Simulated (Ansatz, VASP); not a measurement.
This is a calculation of KMgF3 for Ansatz 0.2.0.

Contents of input.yaml:

```yaml
crystal:
  lattice:
    - [3.9859, 0.0, 0.0]
    - [0.0, 3.9859, 0.0]
    - [0.0, 0.0, 3.9859]
  atoms:
    - { symbol: K, position: [0.5, 0.5, 0.5] }
    - { symbol: Mg, position: [0.0, 0.0, 0.0] }
    - { symbol: F, position: [0.0, 0.0, 0.5] }
    - { symbol: F, position: [0.0, 0.5, 0.0] }
    - { symbol: F, position: [0.5, 0.0, 0.0] }
hamiltonian:
  xc: pbesol
  pseudopotentials: { kind: paw }
kpoints:
  mp_grid: { grid: [7, 7, 7] }
scf:
  occupations: { method: gaussian, width: 0.1 }
output:
  forces: true
  stress: true
  eigenvalues: true
```

Potentials or basis: Ansatz PAW.

The run is started by

```sh
$ ansatz run input.yaml --threads 2 --pin off --max-ram 5632MiB --backend cpu --events-out ev --progress --plain --runs-dir out
```

**Question.** Translate it to VASP 6.6.1. Potentials there: VASP PAW PBE potentials, release 64 (K_sv, Mg_pv, F).

**Answer.** As run (the cutoff follows the program's own potentials):

Contents of INCAR:

```
SYSTEM = KMgF3
PREC     = Accurate       ! precision mode
ENCUT    = 520            ! plane-wave cutoff, eV
EDIFF    = 1E-7           ! SCF threshold, eV
ISMEAR   = 0              ! smearing method
SIGMA    = 0.1            ! smearing width, eV
LREAL    = .False.        ! projectors in reciprocal space
LASPH    = .True.         ! aspherical terms in the spheres
NELM     = 80             ! most SCF steps
ALGO     = Normal         ! electronic algorithm
ISIF     = 2              ! what is computed and relaxed
LWAVE    = .False.        ! write WAVECAR
LCHARG   = .True.         ! write CHGCAR
GGA      = PS             ! functional
LELF     = .True.         ! ELF
LVHAR    = .True.
```

File KPOINTS:

```
regular mesh
0
Gamma
  7 7 7
  0 0 0
```

File POSCAR:

```
KMgF3
1.0
    3.9859000000      0.0000000000      0.0000000000
    0.0000000000      3.9859000000      0.0000000000
    0.0000000000      0.0000000000      3.9859000000
K Mg F
1 1 3
Cartesian
    1.9929500000      1.9929500000      1.9929500000
    0.0000000000      0.0000000000      0.0000000000
    0.0000000000      0.0000000000      1.9929500000
    0.0000000000      1.9929500000      0.0000000000
    1.9929500000      0.0000000000      0.0000000000
```

Potentials or basis: VASP PAW PBE potentials, release 64 (K_sv, Mg_pv, F).

Launch:

```sh
$ cat potpaw_PBE.64/K_sv/POTCAR potpaw_PBE.64/Mg_pv/POTCAR potpaw_PBE.64/F/POTCAR > POTCAR
$ mpirun -np 1 vasp_std > vasp.out
```

Both were run:

|  | VASP | Ansatz | Ansatz less VASP |
| --- | --- | --- | --- |
| gap on the k mesh at the Fermi level (eV) | 7.16 | 7.18 | +0.021 |
| least direct gap on the mesh (eV) | 7.45 | 7.47 | +0.021 |
| pressure (GPa) | 0.3 | 0.3 | -0.04 |

The functional is the same, so the differences come from potentials, cutoffs and numerics. The two sets of potentials don't hold the same shells in valence.

Caveats: the PAW data sets were made with another functional, which shifts forces and pressure a little (VASP); an odd mesh through Γ misses points on the zone boundary, where band edges often lie (VASP); odd divisions of the mesh miss points on the zone boundary, where band edges often lie, so the gap on the mesh can be too wide (Ansatz); the pressure holds a Pulay correction of +0.6 GPa for the finite cutoff (Ansatz); the PAW data sets come from PBE, with cores solved anew for the run's functional, which leaves a small shift of forces and pressure (Ansatz).
